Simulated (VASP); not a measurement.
Here is a VASP 6.6.1 calculation.

File INCAR:

```
SYSTEM = CdO
ALGO     = Normal         ! electronic algorithm
EDIFF    = 1E-6           ! SCF threshold, eV
EDIFFG   = -0.005         ! ionic threshold
ENCUT    = 480            ! plane-wave cutoff, eV
GGA      = PE             ! functional
IBRION   = 2              ! ionic algorithm
ISIF     = 3              ! what is computed and relaxed
ISMEAR   = -1             ! smearing method
LASPH    = .True.         ! aspherical terms in the spheres
LCHARG   = .False.        ! write CHGCAR
LREAL    = .False.        ! projectors in reciprocal space
LWAVE    = .False.        ! write WAVECAR
NELM     = 60             ! most SCF steps
NSW      = 60             ! ionic steps
PREC     = Accurate       ! precision mode
SIGMA    = 0.05           ! smearing width, eV
```

KPOINTS

```
k-points
0
Gamma
  10 10 10
  0 0 0
```

The input POSCAR:

```
CdO
1.0
    0.0000000000      2.3495000000      2.3495000000
    2.3495000000      0.0000000000      2.3495000000
    2.3495000000      2.3495000000      0.0000000000
Cd O
1 1
Direct
    0.0000000000      0.0000000000      0.0000000000
    0.5000000000      0.5000000000      0.5000000000
```

Potentials or basis: VASP PAW PBE potentials, release 64 (Cd, O_s).

The run is started by

```sh
$ cat potpaw_PBE.64/Cd/POTCAR potpaw_PBE.64/O_s/POTCAR > POTCAR
$ mpirun -np 1 vasp_std > vasp.out
```

(1) Predict the band gap on the k mesh.

(2) Estimate the relaxed volume.

## Answers

(1) none (metal or under the smearing width).

(2) 13.65 Å³/atom.

Caveat: this crystal is a semiconductor, whose small gap the functional closes, so the metal is an error of the method.
